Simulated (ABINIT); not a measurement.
## Si2W: single point with PBE

Crystal: Si2W.

```
W Si
1.0
    -1.60690    1.60690    3.91495
     1.60690   -1.60690    3.91495
     1.60690    1.60690   -3.91495
W Si
1 2
Direct
  0.00000 0.00000 0.00000
  0.66530 0.66530 0.00000
  0.33470 0.33470 0.00000
```

* Program: ABINIT 10.8.3 (patched build)
* Task: single point
* Functional: PBE
* Potentials or basis: JTH PAW PBE v2.0
* Cutoff: 435 eV
* k mesh: 10 × 10 × 10
* Occupations: fermi-dirac, width 0.05 eV
* Spin: no spin polarisation
* Fine-grid cutoff: 870.764 eV
* Exchange and correlation inside the PAW spheres: full angular mesh (pawxcdev 0, this build's default; the released program takes 1)

The pressure is 3.0 GPa. The largest force is 0.048 eV/Å, the band gap on the k mesh is none (metal or under the smearing width) and the valence electrons inside the program's atomic spheres are W 11.86; Si 1.56.

Forces in eV/Å, atoms in the order of the input:
```
W    0.000  0.000  0.000
Si   0.000  0.000  0.048
Si   0.000  0.000 -0.048
```

Stress tensor (GPa, compression positive):
```
2.85 0.00 0.00
0.00 2.85 0.00
0.00 0.00 3.19
```

Levels at points of the mesh, in eV from the Fermi level:
```tsv
k point	band 8	band 9	band 10	band 11	band 12	band 13	band 14	band 15
(0.00, 0.00, 0.00)	-3.32	-2.85	-2.85	0.62	2.75	3.00	3.08	3.08
(0.50, 0.00, 0.00)	-4.88	-2.80	-2.76	-0.42	2.71	2.80	3.96	4.43
(0.50, 0.50, 0.00)	-5.51	-5.02	-3.26	-1.77	2.80	2.98	3.14	3.93
(0.50, 0.50, 0.50)	-2.57	-0.86	-0.86	-0.50	-0.50	0.80	4.50	4.86
```

It took 100 s on 1 thread of Arm Neoverse V1, with other jobs on the host, peak memory 0.15 GiB.

Spin-orbit coupling is left out, which matters for the levels of W.
